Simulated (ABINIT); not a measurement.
Input of an ABINIT 10.8.3 (patched build) run:

Contents of run.abi:

```
pp_dirpath "./"
pseudos "Pb.GGA_PBE-JTH.xml, S.GGA_PBE-JTH.xml"

acell 3*1.0 Angstrom
rprim
     0.0000000000     2.9657500000     2.9657500000
     2.9657500000     0.0000000000     2.9657500000
     2.9657500000     2.9657500000     0.0000000000
ntypat 2
znucl 82 16
natom 2
typat 1 2
xred
     0.0000000000     0.0000000000     0.0000000000
     0.5000000000     0.5000000000     0.5000000000

ecut 24.0
pawecutdg 46.0

kptopt 1
ngkpt 6 6 6
nshiftk 1
shiftk 0.0 0.0 0.0

ixc -497498
usekden 1
pawxcdev 0

nband 14
occopt 3
tsmear 0.00183747

nstep 100
tolvrs 1.0e-8

iomode 3
prtwf 0
prtden 0
prteig 0
prtebands 0
enunit 2
prtvol 2
```

Potentials or basis: JTH PAW PBE v2.0.

Launch:

```console
$ abinit run.abi > log 2>&1
```

Task: Predict the pressure.

Result: 1.4 GPa.

Task: Estimate the band gap on the k mesh.

Result: 0.62 eV, direct.

Caveat: the PAW data sets were made with another functional, which shifts forces and pressure a little; spin-orbit coupling is left out, which as a rule narrows the gap of such compounds by several tenths of an eV. A k mesh can miss the band edges.
